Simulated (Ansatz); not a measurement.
Ansatz input

```yaml
crystal:
  lattice:
    - [4.1773079728, 0.0, 0.0]
    - [-2.0886539864, 3.6176548239, 0.0]
    - [0.0, 0.0, 8.0829903771]
  atoms:
    - { symbol: Te, position: [0.0, 1.0, 0.0] }
    - { symbol: Te, position: [0.0, 1.0, 0.5] }
    - { symbol: Te, position: [0.3333333333, 0.6666666667, 0.25] }
    - { symbol: Te, position: [0.6666666667, 0.3333333333, 0.75] }
hamiltonian:
  xc: revpbe
  pseudopotentials:
    kind: paw
    azcp:
      Te: "pseudopotentials/Te.paw.azcp"
basis:
  ecutwfc: 420
  fft_grid_basis: typed
kpoints:
  mp_grid: { grid: [10, 10, 5], shift: [0, 0, 0] }
magnetization:
  spin_polarized: false
scf:
  occupations: { method: fermi_dirac, width: 0.1 }
  lower_state_search: "off"
output:
  stress: true
```

Terminal output

```
Engine: ansatz 0.2.0, aarch64-unknown-linux-gnu
Pseudopotentials: kind: paw
Pseudopotential: Te, paw, valence charge 16, recommended cutoff 420 eV (normal) 
Functional definition: revPBE
  parameter kappa = 1.245
  parameter beta = 0.06672455060314922
  exchange = pbe_x(kappa = kappa, mu = beta*pi^2/3)
  correlation = pbe_c(beta = beta)
Crystal: 4 atoms, lattice volume = 122.151 Å³
Basis set: ecut = 420 eV, 2349 PW (Γ)
Bands: 37, of which v1, the nominal top of the filled ones, is band 32 counted from 1 (31 counted from 0)
Symmetry: 24 space group operations
Space group: P63/mmc (ITA 194), of the structure as read, at distance tolerance 5.0e-5 Å
k-points: 42 of 500
Non-local potential: Te, projectors of the file, l = 0: 2, l = 1: 2, l = 2: 2, l = 3: 2
PAW form: soft (Blöchl's): semilocal exchange-correlation on the pseudo side does not see the compensation charge
PAW frozen core: Te, regenerated for the run's functional, and the local potential with it (the file was generated under x = pbe(κ = 0.804, μ = 0.2195149727645171), c = pbe(β = 0.06672455060314922))
PAW one-centre angular grid: Te, 590 points (default); XC on 64 Gauss nodes
Initial density: superposition of atomic densities (neutral atoms: chi_scale 0, normalization atom), corrected by the library's trained network
Initial wavefunctions: pseudopotential atomic-orbital guess
Functional: x = revpbe(κ = 1.245, μ = 0.2195149727645171), c = pbe(β = 0.06672455060314922)
SCF iter   1: F=—  HF=-27944.353910 eV  |F-HF|=—  |Δ(HF+E_count)|=         —  Δρ=1.71e-3  dr2=2.01e-3  ethr=1.77e-3  ⟨swp⟩=7.9  Hψ=6427  notcnv=0
SCF iter   2: F=—  HF=-27944.351394 eV  |F-HF|=—  |Δ(HF+E_count)|=   2.52e-3  Δρ=9.60e-4  dr2=6.92e-4  ethr=3.14e-6  ⟨swp⟩=2.7  Hψ=3355  notcnv=0
SCF iter   3: F=—  HF=-27944.352354 eV  |F-HF|=—  |Δ(HF+E_count)|=   9.60e-4  Δρ=4.45e-4  dr2=2.00e-4  ethr=1.08e-6  ⟨swp⟩=2.0  Hψ=2019  notcnv=0
SCF iter   4: F=—  HF=-27944.352678 eV  |F-HF|=—  |Δ(HF+E_count)|=   3.24e-4  Δρ=9.56e-5  dr2=2.22e-5  ethr=3.13e-7  ⟨swp⟩=2.0  Hψ=2094  notcnv=0
SCF iter   5: F=—  HF=-27944.352701 eV  |F-HF|=—  |Δ(HF+E_count)|=   2.28e-5  Δρ=3.63e-5  dr2=2.90e-6  ethr=3.47e-8  ⟨swp⟩=2.0  Hψ=2087  notcnv=0
SCF iter   6: F=—  HF=-27944.352703 eV  |F-HF|=—  |Δ(HF+E_count)|=   1.94e-6  Δρ=1.08e-5  dr2=1.98e-7  ethr=4.52e-9  ⟨swp⟩=3.0  Hψ=3189  notcnv=0
SCF iter   7: F=-27944.352703 eV  HF=-27944.352703 eV  |F-HF|=5.29e-9  |Δ(HF+E_count)|=   1.39e-7  Δρ=2.84e-6  dr2=1.59e-8  ethr=1.56e-10  ⟨swp⟩=5.0  Hψ=5268  notcnv=0
SCF 1 converged in 7 iterations: F = -27944.352703 eV  dr2 = 1.59e-8
SCF converged after 7 iterations
Free energy (F): -27944.352703 eV
Harris-Foulkes:  -27944.352703 eV  (|F-HF|=5.29e-9)
Internal energy: -27944.267039 eV  (E = F + TS)
E sigma→0 (E₀):  -27944.309871 eV
Entropy (-TS):   -0.085665 eV (-21.416 meV/atom)
Fermi energy:    10.543846 eV
--- Per-component energies (eV) ---
  E_band       = -966.314393
  E_kinetic    = 721.857426
  E_local      = -4602.630386  (includes V_loc(G=0)·N_el)
  E_nonlocal   = -1244.854052
  E_hartree    = 3045.181292
  E_xc         = -497.936435
  E_vxc        = -416.556936  (∫ρ·V_xc dr)
  E_paw        = -18672.357891  (= ΣΔE_a)
  E_vpaw       = -1514.487918  (= ΣTr[D̂ρ^β])
  E_aug_tail   = -0.000668  (compensation charges beyond the density's cutoff)
  E_ewald      = -6693.415039
  E_core_change = -0.111284  (= ΣΔE_core)
  E_smearing   = -0.085665  (= −TS)
  E_closure    = 0.000000  (closes the sum)
  Σ components = -27944.352703   (vs F -27944.352703, Δ=0.00e0)
--- Stress (GPa, compression-positive) ---
        3.852938      -0.000000       0.000000
       -0.000000       3.852938      -0.000000
        0.000000      -0.000000       6.009730
  P = ⅓ Tr σ = 4.5719 GPa (45.719 kbar)
```
